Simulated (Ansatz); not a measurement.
Crystal: SnSe2.

```xyz
3
Lattice="3.8110 0.0000 0.0000 -1.9055 3.3004 0.0000 0.0000 0.0000 6.1360" Properties=species:S:1:pos:R:3 pbc="T T T"
Sn    0.0000    0.0000    0.0000
Se    1.9055    1.1001    4.6081
Se    0.0000    2.2003    1.5279
```

| Property | Result |
| --- | --- |
| Program | Ansatz 0.2.0 |
| Task | relaxation of cell and atoms |
| Functional | PBE0 |
| Potentials or basis | Ansatz PAW |
| Cutoff | 420 eV (not typed: the program's choice for these potentials) |
| k mesh | 6 × 6 × 4 |
| Occupations | fermi-dirac, width 0.05 eV |
| Spin | no spin polarisation |

At the start: volume 25.73 Å³/atom.

Question: Where does the relaxation end?

Answer: It ends after 8 steps and the volume is 28.95 Å³/atom (+12.5 %); space group P-3m1 (No. 164, to 0.05 Å).

Step by step:
| step | energy change (eV) | largest force (eV/Å) | volume (Å³) |
| --- | --- | --- | --- |
| 1 | 0.0000 | 0.3114 | 77.18 |
| 2 | -0.0276 | 0.0040 | 80.06 |
| 3 | -0.0373 | 0.0207 | 81.84 |
| 4 | -0.0445 | 0.0138 | 84.28 |
| 5 | -0.0458 | 0.0020 | 85.73 |
| 6 | -0.0459 | 0.0001 | 86.60 |
| 7 | -0.0458 | 0.0032 | 86.85 |
| 8 | -0.0494 | 0.0049 | 86.85 |

Final structure:
```
CELL_PARAMETERS angstrom
3.82584 0.00000 0.00000
-1.91292 3.31328 0.00000
0.00000 0.00000 6.85138
ATOMIC_POSITIONS crystal
Sn 0.00000 0.00000 0.00000
Se 0.66667 0.33333 0.77233
Se 0.33333 0.66667 0.22767
```

Caveat: the plane-wave basis is chosen anew once the cell has moved, so the energies of steps on either side of that aren't comparable; this functional lacks dispersion, which binds the layers, so the pressure and a relaxed spacing across them are unreliable; the PAW data sets come from PBE, with cores solved anew for the run's functional, which leaves a small shift of forces and pressure.
